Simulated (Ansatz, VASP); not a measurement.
## One calculation of MgO, two programs

File INCAR:

```
SYSTEM = MgO
  PREC = Accurate
  ENCUT = 520
  EDIFF = 1E-7
  ISMEAR = -1
  SIGMA = 0.05
  LREAL = .FALSE.
  LASPH = .TRUE.
  NELM = 60
  ALGO = Normal
  ISIF = 2
  LWAVE = .FALSE.
  LCHARG = .FALSE.
  GGA = PE
  NBANDS = 11
```

The input KPOINTS:

```
Automatic mesh
0
G
  10 10 10
  0 0 0
```

File POSCAR:

```
MgO
1.0
    2.9766835069      0.0000000000      0.0000000000
   -1.4883417534      2.5778835360      0.0000000000
    0.0000000000      0.0000000000      2.7149429912
Mg O
1 1
Direct
    0.0000000000      0.0000000000      0.0000000000
    0.3333333333      0.6666666667      0.5000000000
```

input.yaml

```yaml
crystal:
  lattice:
    - [2.9766835069, 0.0, 0.0]
    - [-1.4883417534, 2.577883536, 0.0]
    - [0.0, 0.0, 2.7149429912]
  atoms:
    - { symbol: Mg, position: [0.0, 0.0, 0.0] }
    - { symbol: O, position: [0.3333333333, 0.6666666667, 0.5] }
hamiltonian:
  xc: pbe
  pseudopotentials: { kind: paw }
kpoints:
  mp_grid: { grid: [10, 10, 10] }
scf:
  occupations: { method: fermi_dirac, width: 0.05 }
output:
  forces: true
  stress: true
  eigenvalues: true
```

Change from the starting cell: volume scaled by 1.04.

Alike in both runs: task single point; functional PBE; k mesh 10 × 10 × 10; occupations fermi-dirac, width 0.05 eV; no spin polarisation.

|  | VASP | Ansatz |
| --- | --- | --- |
| version | VASP 6.6.1 | Ansatz 0.2.0 |
| potentials or method | VASP PAW PBE potentials, release 64 (Mg, O) | Ansatz PAW |
| plane-wave cutoff (eV) | 520 | 420 |
| valence electrons in the cell | 8 | 16 |

|  | VASP | Ansatz | Ansatz less VASP |
| --- | --- | --- | --- |
| gap on the k mesh at the Fermi level (eV) | 2.72 | 2.74 | +0.021 |
| least direct gap on the mesh (eV) | 3.10 | 3.12 | +0.019 |
| pressure (GPa) | -5.6 | -5.0 | +0.62 |
| largest component of the traceless stress (GPa) | 0.87 | 0.79 | -0.082 |

The two sets of potentials don't hold the same shells in valence.

Caveats: the pressure holds a Pulay correction of +0.6 GPa for the finite cutoff (Ansatz). A k mesh can miss the band edges.
